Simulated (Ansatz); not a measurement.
GeO2:
```cif
data_Ge2O4
_chemical_formula_sum 'Ge2 O4'
_space_group_name_H-M_alt 'P 1'
_space_group_IT_number 1
_cell_length_a 4.41246
_cell_length_b 4.41246
_cell_length_c 2.87074
_cell_angle_alpha 90.000
_cell_angle_beta 90.000
_cell_angle_gamma 90.000
loop_
_space_group_symop_operation_xyz
  'x, y, z'
loop_
_atom_site_label
_atom_site_type_symbol
_atom_site_fract_x
_atom_site_fract_y
_atom_site_fract_z
_atom_site_occupancy
Ge1 Ge 0.50000 0.50000 0.50000 1
Ge2 Ge 0.00000 0.00000 0.00000 1
O1 O 0.69397 0.69397 0.00000 1
O2 O 0.30603 0.30603 0.00000 1
O3 O 0.80603 0.19397 0.50000 1
O4 O 0.19397 0.80603 0.50000 1
```

Relaxed with r²SCAN.

Q: Which orbitals make up the states near the band edges in r²SCAN in the plane-wave PAW code Ansatz?

A: Top 1 eV of the valence band: O 2p 98 %. Bottom 1 eV of the conduction band: Ge 4s 52 %, O 2s 31 %, O 2p 14 %. Projections are on Löwdin-orthogonalised atomic valence shells; empty p or d shells of many metals are not among them.

Q: Tabulate the density of states.

A: States/eV per cell of 6 atoms, in 0.25 eV bins, energy from the valence-band maximum.

```
E (eV)  total  O 2p  Ge 4s  Ge 4p
------  -----  ----  -----  -----
-7.85    0.89  0.54   0.20   0.08
-7.60    0.83  0.51   0.17   0.08
-7.35    0.75  0.47   0.14   0.07
-7.10    1.00  0.67   0.10   0.17
-6.85    1.72  1.21   0.09   0.35
-6.60    2.15  1.54   0.08   0.45
-6.35    1.95  1.41   0.08   0.38
-6.10    1.95  1.42   0.07   0.38
-5.85    2.21  1.64   0.06   0.43
-5.60    2.65  1.98   0.07   0.51
-5.35    3.13  2.37   0.07   0.58
-5.10    3.02  2.29   0.06   0.53
-4.85    2.56  1.99   0.05   0.41
-4.60    2.63  2.09   0.04   0.39
-4.35    2.79  2.27   0.04   0.35
-4.10    2.12  1.76   0.03   0.23
-3.85    2.35  1.97   0.02   0.26
-3.60    2.71  2.29   0.02   0.27
-3.35    2.61  2.25   0.02   0.22
-3.10    2.56  2.25   0.02   0.17
-2.85    3.57  3.21   0.02   0.17
-2.60    4.35  4.03   0.02   0.14
-2.35    3.74  3.52   0.01   0.07
-2.10    4.11  3.93   0.01   0.04
-1.85    4.52  4.35   0.01   0.04
-1.60    5.43  5.23   0.02   0.05
-1.35    5.77  5.65   0.01   0.02
-1.10    5.21  5.11   0.00   0.02
-0.85    3.29  3.22   0.00   0.02
-0.60    1.19  1.17   0.00   0.01
-0.35    0.58  0.57   0.00   0.00
-0.10    0.17  0.17   0.00   0.00
0.15     0.00  0.00   0.00   0.00
0.40     0.00  0.00   0.00   0.00
0.65     0.00  0.00   0.00   0.00
0.90     0.00  0.00   0.00   0.00
1.15     0.00  0.00   0.00   0.00
1.40     0.00  0.00   0.00   0.00
1.65     0.00  0.00   0.00   0.00
1.90     0.00  0.00   0.00   0.00
2.15     0.00  0.00   0.00   0.00
2.40     0.00  0.00   0.00   0.00
2.65     0.01  0.00   0.00   0.00
2.90     0.04  0.00   0.02   0.00
3.15     0.06  0.01   0.03   0.00
3.40     0.09  0.01   0.04   0.00
3.65     0.11  0.02   0.05   0.00
3.90     0.15  0.03   0.07   0.01
4.15     0.18  0.04   0.08   0.01
4.40     0.23  0.06   0.11   0.01
4.65     0.29  0.08   0.13   0.01
4.90     0.36  0.10   0.16   0.02
5.15     0.46  0.14   0.21   0.02
5.40     0.62  0.19   0.28   0.03
5.65     1.14  0.36   0.52   0.07
5.90     1.94  0.62   0.88   0.13
6.15     2.15  0.71   0.97   0.14
6.40     1.80  0.62   0.81   0.12
6.65     1.77  0.62   0.80   0.10
6.90     1.31  0.47   0.59   0.07
7.15     1.15  0.44   0.53   0.05
```

Space group P4_2/mnm (rutile). Symmetry was held in the r²SCAN relaxation; of distortions, only those at the zone centre were tested. Spin–orbit coupling is left out wherever it is not named.

Potentials: the earlier of the program's two PAW sets.
